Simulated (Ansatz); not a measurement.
# SnTe (Fm-3m): relaxation of cell and ions, by script

What cell does SnTe (Fm-3m) relax to? The task is a relaxation of cell and ions, for SnTe (Fm-3m).

The COD entry's cell or inner coordinates are ideal or old and differ from later refinements, so a difference from it is no clean test against experiment.

Computed with Ansatz 0.2.0, driven from Python. Level of theory: DFT PBE, plane waves, PAW.

## (1) Starting point

It takes space group Fm-3m (No. 225, cubic). The conventional cell has a = 6.302 Å, b = 6.302 Å, c = 6.302 Å, α = 90.00°, β = 90.00°, γ = 90.00°. Sn (site symmetry m-3m) has 6 Te at 3.15 Å as nearest neighbours. Around Te (site symmetry m-3m) lie 6 Sn at 3.15 Å.

The script holds or builds the structure itself.

## (2) The script

The input, vcrelax_snte.py:

```python
import json
import warnings

import ansatz as az
from ase import Atoms
from ase.data import atomic_numbers
from ase.io import write
import numpy as np
import spglib

def edges_and_angles(cell):
    cell = np.asarray(cell)
    a, b, c = np.linalg.norm(cell, axis=1)
    cosines = cell[1] @ cell[2] / (b * c), cell[0] @ cell[2] / (a * c), cell[0] @ cell[1] / (a * b)
    return (a, b, c, *np.degrees(np.arccos(cosines)))


def main() -> None:
    warnings.simplefilter("ignore", az.DeckWarning)

    crystal = (
        az.Lattice.fcc(6.3017)
        .space_group(225)
        .atom("Sn", (0.0, 0.0, 0.0))
        .atom("Te", (0.5, 0.0, 0.0))
        .primitive()
    )

    job = (
        crystal.calculation()
        .occupations("fixed")
        .scf(tolerance=1e-08)
        .kpoints(length=18)
        .functional(az.Functional.PBE)
        .relax(fix_cell=["shape"])
    )
    result = job.run(events_out="events.ndjson")
    with open("events.ndjson") as stream:
        events = [json.loads(line) for line in stream]
    steps = [e["data"] for e in events if e["event"] == "relax_step"]
    rep = result.report
    for s in steps:
        flag = "" if s["accepted"] else "  (rejected)"
        print("step %2d  E = %.5f eV  largest force component = %.4f eV/A%s" % (s["step"], s["lagrangian_ev"], s["allowed_force_max_ev_ang"], flag))

    first, last = steps[0], steps[-1]
    symbols = [site.symbol for site in result.lattice.sites]
    print(f"energy gained {first['lagrangian_ev'] - last['lagrangian_ev']:.4f} eV in {len(steps) - 1} steps")
    for label, vectors in (("before", first["cell_ang"]), ("after", result.lattice.cell_ang)):
        print(label, "a b c (A) {:.4f} {:.4f} {:.4f}  angles {:.2f} {:.2f} {:.2f}".format(*edges_and_angles(vectors)), f" V = {abs(np.linalg.det(vectors)):.3f} A^3")
    print("final stress xx yy zz (GPa, compression positive):", np.round(np.diag(rep["stress_gpa"]), 3) + 0.0)

    relaxed = Atoms(symbols, positions=[site.position_ang for site in result.lattice.sites], cell=result.lattice.cell_ang, pbc=True)
    write("relaxed.cif", relaxed, format="cif")

    fractions = [site.position_frac for site in result.lattice.sites]
    numbers = [atomic_numbers[s] for s in symbols]
    for tolerance in (1e-3, 1e-2, 1e-1):
        print(f"space group at {tolerance} A:", spglib.get_spacegroup((result.lattice.cell_ang, fractions, numbers), symprec=tolerance))

    for key in ("converged", "n_iterations", "n_electrons", "n_kpoints", "n_pw", "n_symmetry_ops", "free_energy_ev", "fermi_energy_ev"):
        print(f"{key:18s} {rep[key]}")

    print(job.to_yaml())


if __name__ == "__main__":
    main()
```

## (3) Running it

Launch:

```bash
python vcrelax_snte.py
```

Output:

```text
step  1  E = -13004.72905 eV  largest force component = 0.0000 eV/A
step  2  E = -13004.74829 eV  largest force component = 0.0000 eV/A
step  3  E = -13004.75003 eV  largest force component = 0.0000 eV/A
step  4  E = -13004.75056 eV  largest force component = 0.0000 eV/A
energy gained 0.0215 eV in 3 steps
before a b c (A) 4.4560 4.4560 4.4560  angles 60.00 60.00 60.00  V = 62.562 A^3
after a b c (A) 4.5331 4.5331 4.5331  angles 60.00 60.00 60.00  V = 65.867 A^3
final stress xx yy zz (GPa, compression positive): [-0.047 -0.047 -0.047]
space group at 0.001 A: Fm-3m (225)
space group at 0.01 A: Fm-3m (225)
space group at 0.1 A: Fm-3m (225)
converged          True
n_iterations       4
n_electrons        30.0
n_kpoints          10
n_pw               1243
n_symmetry_ops     48
free_energy_ev     -13004.750562899426
fermi_energy_ev    8.532625787627786
crystal:
  lattice:
    bravais: fcc
    a: 6.3017
  space_group: 225
  atoms:
    - { symbol: Sn, position: [0.0, 0.0, 0.0] }
    - { symbol: Te, position: [0.5, 0.0, 0.0] }
  reduce_to_primitive: true
kpoints:
  mp_grid:
    grid: [5, 5, 5]
hamiltonian:
  xc: pbe
scf:
  convergence:
    dr2_threshold: 1.0e-08
  occupations:
    method: fixed
relax:
  cell:
    fix: [shape]
```

It took 3.6 s on 1 thread of AMD EPYC 7R43 (Zen 3), shared host; peak memory 0.47 GiB.

It wrote relaxed.cif:

```cif
data_image0
_chemical_formula_structural       SnTe
_chemical_formula_sum              "Sn1 Te1"
_cell_length_a       4.533100780158886
_cell_length_b       4.533100780158886
_cell_length_c       4.533100780158886
_cell_angle_alpha    60.00000000000001
_cell_angle_beta     60.00000000000001
_cell_angle_gamma    60.00000000000001

_space_group_name_H-M_alt    "P 1"
_space_group_IT_number       1

loop_
  _space_group_symop_operation_xyz
  'x, y, z'

loop_
  _atom_site_type_symbol
  _atom_site_label
  _atom_site_symmetry_multiplicity
  _atom_site_fract_x
  _atom_site_fract_y
  _atom_site_fract_z
  _atom_site_occupancy
  Sn  Sn1       1.0  0.0  0.0  0.0  1.0000
  Te  Te1       1.0  0.5000000000000001  0.5  0.49999999999999994  1.0000
```

Lines on the test bed's own set-up are left out of the output.

## (4) The run's own record

From the engine's report, whether the script printed it or not:

```csv
item,value
SCF cycles in all,22
k-points solved,10
plane waves,1243
bands,19
valence electrons,30
free energy (eV),-13004.75056
Fermi level (eV),8.533
"lowest empty less highest filled level on the mesh, by band count (eV)",0.928
pressure (GPa; positive when compressed),-0.05
```

## (5) How the relaxation went

Relaxation path:

```csv
step,E - E(step 1) (eV/cell),largest force component (eV/Å),pressure (GPa),volume (Å³)
1,0.0000,0.0000,2.23,62.56
2,-0.0192,0.0000,-0.54,66.73
3,-0.0210,0.0000,-0.04,65.87
4,-0.0215,0.0000,-0.05,65.87
```

Step 1 is the start. Step 4 repeats the geometry before it on a plane-wave basis chosen anew for that cell, so its energy need not be comparable with the rows above.

Lengths and angles in the start's conventional setting:

|  | before | after | change |
| --- | --- | --- | --- |
| a (Å) | 6.302 | 6.411 | +1.7 % |
| b (Å) | 6.302 | 6.411 | +1.7 % |
| c (Å) | 6.302 | 6.411 | +1.7 % |
| volume (Å³/atom) | 31.28 | 32.93 | +5.3 % |
| shortest distance (Å) | 3.151 | 3.205 | +1.7 % |
| space group (0.01 Å) | Fm-3m | Fm-3m | same |

Forces and stress were held to the start's 48 operations: a distortion of lower symmetry was not tested.

## (6) Results

```
                                         quantity                                                                      value
                                      free energy                                        -13004.7506 eV (-6502.3753 eV/atom)
                          moves of the relaxation                                                                          2
energy gained (ahead of the last change of basis)                                                              10.5 meV/atom
                     last largest force component                                                                0.0000 eV/Å
                        relaxed conventional cell  a = 6.411 Å, b = 6.411 Å, c = 6.411 Å, α = 90.00°, β = 90.00°, γ = 90.00°
                           space group at the end                                                                      Fm-3m
```

The volume grew by 5.3 % over 2 moves, and the space group stayed Fm-3m. What to keep in mind:
- Forces vanish by symmetry, so the ions can't move, and the end may be a saddle.
- The Fermi level of a run with fixed occupations marks the highest occupied state on its mesh, not mid-gap.
- An absolute Fermi energy rests on an arbitrary zero of the periodic potential and has no direct meaning.
- Energies along a relaxation are free energies. Rows at an unchanged volume are solved on a plane-wave basis chosen afresh for that cell, so the energy jumps there and such rows are no steps of the walk.
- Edges and angles that the script prints are those of the cell as typed, here a primitive one.
- Of the deposited cell: the entry's cell lengths or inner coordinates differ somewhat from later room-temperature determinations.
